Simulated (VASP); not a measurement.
The system is Mo.

```
CELL_PARAMETERS angstrom
2.80466 0.00000 0.00000
-1.40233 2.42890 0.00000
0.00000 0.00000 4.58001
ATOMIC_POSITIONS crystal
Mo 0.33333 0.66667 0.25000
Mo 0.66667 0.33333 0.75000
```

This isn't the form of Mo at room conditions, which is bcc.

| Quantity | Value |
| --- | --- |
| Program | VASP 6.6.1 |
| Task | relaxation of cell and atoms |
| Functional | RPBE |
| Potentials or basis | VASP PAW PBE potentials, release 64 (Mo_sv) |
| Cutoff | 600 eV |
| k mesh | 18 × 18 × 10 |
| Occupations | gaussian, width 0.1 eV |
| Spin | no spin polarisation |

At the start: pressure 10.2 GPa; volume 15.60 Å³/atom.

**Question.** Where does the relaxation end?

**Answer.** Over 10 steps the energy falls by 55.1 meV/atom and the volume is 16.38 Å³/atom (+5.0 %); space group P6_3/mmc (No. 194, to 0.05 Å).

The path:
```tsv
step	energy change (eV)	largest force (eV/Å)	pressure (GPa)	volume (Å³)
1	0.0000	0.0000	10.22	31.20
2	0.1523	0.0000	-18.18	35.91
3	-0.0443	0.0000	-0.80	32.65
4	-0.0443	0.0000	-0.50	32.60
5	-0.0704	0.0000	-0.95	32.72
6	-0.1071	0.0000	-1.31	32.89
7	-0.0173	0.0000	0.64	33.12
8	-0.1093	0.0000	-1.28	32.93
9	-0.1021	0.0000	4.30	32.18
10	-0.1101	0.0000	-0.03	32.75
```

Final structure:
```cif
data_structure
_symmetry_space_group_name_H-M 'P 1'
_symmetry_Int_Tables_number 1
_cell_length_a 2.7690
_cell_length_b 2.7690
_cell_length_c 4.9324
_cell_angle_alpha 90.000
_cell_angle_beta 90.000
_cell_angle_gamma 120.000
_cell_volume 32.75
loop_
_atom_site_label
_atom_site_type_symbol
_atom_site_fract_x
_atom_site_fract_y
_atom_site_fract_z
_atom_site_occupancy
Mo1 Mo 0.33333 0.66667 0.25000 1
Mo2 Mo 0.66667 0.33333 0.75000 1
```

Caveat: the PAW data sets were made with another functional, which shifts forces and pressure a little.
